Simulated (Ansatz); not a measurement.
The cell is COD entry 9008680, as deposited and not checked against the literature; nothing was relaxed. The listed cell was then made from it by scaling, straining or moving an atom.

NaH: DFT, PBEsol, PAW with Ansatz's default frozen-core files, scalar-relativistic (Ansatz 0.2.0). What sets it apart from a plain run of this crystal: zz strain of -1 %.

Command: `ansatz run input.yaml --threads 1 --pin off --max-ram 3072MiB --backend cpu --events-out ev --progress --plain --runs-dir out` The run took 1.9 s on 1 thread of Arm Neoverse V1 (shared host), peak memory 0.28 GiB.

```yaml
crystal:
  lattice:
    - [0.0, 2.44, 2.4156]
    - [2.44, 0.0, 2.4156]
    - [2.44, 2.44, 0.0]
  atoms:
    - { symbol: Na, position: [0.0, 0.0, 0.0] }
    - { symbol: H, position: [0.5, 0.5, 0.5] }
kpoints:
  mp_grid: { grid: [9, 9, 9] }
scf:
  occupations: { method: fermi_dirac, width: 0.03 }
hamiltonian:
  xc: pbesol
  pseudopotentials: { kind: paw }
output:
  forces: true
  stress: true
  eigenvalues: true
  efg: { contact_densities: true }
```

Output (standing set-up lines are left out):

```
Crystal: 2 atoms, lattice volume = 28.763 Å³
Symmetry: 16 space group operations
Space group: I4/mmm (ITA 139), of the structure as read, at distance tolerance 3.1e-5 Å
k-points: 75 of 729
SCF iter   1: F=—  HF=-1491.910580 eV  |F-HF|=—  |Δ(HF+E_count)|=         —  Δρ=6.41e-3  dr2=1.02e-2  ethr=1.77e-3  ⟨swp⟩=5.8  Hψ=4492  notcnv=0
preconditioner: auto → none  [insulator: Δε(μ)=3.724 eV  Ē_g=10.806 eV  σ=0.030 eV  W_gap=1.00  n_scr=8 (ndim 8)  ℏωp=9.8 eV  f_vac=0.000  D(μ)=0.00/eV (n_scr^D=0)  ε∞_Penn≈1.8]
SCF iter   2: F=—  HF=-1491.906682 eV  |F-HF|=—  |Δ(HF+E_count)|=   3.90e-3  Δρ=1.82e-3  dr2=8.59e-4  ethr=1.02e-4  ⟨swp⟩=2.0  Hψ=1494  notcnv=0
SCF iter   3: F=—  HF=-1491.906409 eV  |F-HF|=—  |Δ(HF+E_count)|=   2.72e-4  Δρ=8.02e-5  dr2=1.09e-6  ethr=8.59e-6  ⟨swp⟩=2.0  Hψ=747  notcnv=0
SCF iter   4: F=—  HF=-1491.906399 eV  |F-HF|=—  |Δ(HF+E_count)|=   1.07e-5  Δρ=2.18e-5  dr2=8.49e-8  ethr=1.09e-8  ⟨swp⟩=2.1  Hψ=781  notcnv=0
iter 5 did not close the SCF: its close was put off for the readings that it lacked (scf_convergence_deferred on its scf_iter line)
SCF iter   5: F=-1491.906399 eV  HF=-1491.906399 eV  |F-HF|=3.23e-10  |Δ(HF+E_count)|=   2.36e-7  Δρ=3.96e-6  dr2=3.50e-9  ethr=8.49e-10  ⟨swp⟩=3.0  Hψ=1050  notcnv=0
SCF iter   6: F=-1491.906399 eV  HF=-1491.906399 eV  |F-HF|=1.77e-11  |Δ(HF+E_count)|=  4.47e-10  Δρ=3.84e-7  dr2=1.15e-11  ethr=3.50e-11  ⟨swp⟩=1.3  Hψ=2023  notcnv=0
SCF 1 converged in 6 iterations: F = -1491.906399 eV  dr2 = 1.15e-11
  greatest PAW one-centre occupation: 0.999 electrons in one spin orbital (limit 2), on the Na atom at site 0 (counted from 0), in its partial waves of l = 0
SCF converged after 6 iterations
Free energy (F): -1491.906399 eV
Harris-Foulkes:  -1491.906399 eV  (|F-HF|=1.77e-11)
Internal energy: -1491.906399 eV  (E = F + TS)
E sigma→0 (E₀):  -1491.906399 eV
Fermi energy:    2.605067 eV
--- Per-component energies (eV) ---
  E_band       = -227.237825
  E_kinetic    = 133.593637
  E_local      = -1334.960546  (includes V_loc(G=0)·N_el)
  E_nonlocal   = 117.212892
  E_hartree    = 478.627080
  E_xc         = -47.066442
  E_vxc        = -60.947989  (∫ρ·V_xc dr)
  E_paw        = -253.794765  (= ΣΔE_a)
  E_vpaw       = -39.388956  (= ΣTr[D̂ρ^β])
  E_aug_tail   = -0.001053  (compensation charges beyond the density's cutoff)
  E_ewald      = -585.571896
  E_core_change = 0.054694  (= ΣΔE_core)
  E_smearing   = -0.000000  (= −TS)
  E_closure    = -0.000000  (closes the sum)
  Σ components = -1491.906399   (vs F -1491.906399, Δ=0.00e0)
--- Forces (eV/Å), atoms counted from 1 ---
  atom   1  Na     0.00000000     0.00000000     0.00000000
  atom   2  H      0.00000000     0.00000000    -0.00000000
  max |Σ_I F_I| component: 7.89e-31 eV/Å
--- Stress (GPa, compression-positive) ---
       -1.079557       0.000000       0.000000
        0.000000      -1.079557       0.000000
        0.000000       0.000000      -0.789546
  P = ⅓ Tr σ = -0.9829 GPa (-9.829 kbar)
--- PAW observables at the nuclei: V_zz in 10²¹ V/m², potentials from the cell's mean, atoms counted from 1 ---
  atom   1  Na V_zz =    -0.084533   η = 0.0000   by run symmetry: allowed
            electrostatic potential = -972.946934 V   contact ρ = 5876.594842 e/Å³
  atom   2  H  V_zz =    +0.018208   η = 0.0000   by run symmetry: allowed
            electrostatic potential = -37.072780 V   contact ρ = 2.560061 e/Å³
--- Band table (eV; the first three rows and the last of 75) ---
  k-point 0: bands = ["-49.2455", "-21.2931", "-21.2931", "-21.2902", "-2.9096", "10.9977", "15.9652", "15.9652", "16.0167"]
  k-point 1: bands = ["-49.2447", "-21.3030", "-21.2945", "-21.2922", "-2.6990", "10.2966", "13.6593", "15.2808", "15.3390"]
  k-point 2: bands = ["-49.2429", "-21.3298", "-21.2979", "-21.2954", "-2.0909", "8.3440", "12.1860", "14.5383", "14.6317"]
  k-point 74: bands = ["-49.2369", "-21.3680", "-21.3293", "-21.3233", "0.6366", "5.3344", "8.7675", "11.1627", "11.5593"]
```
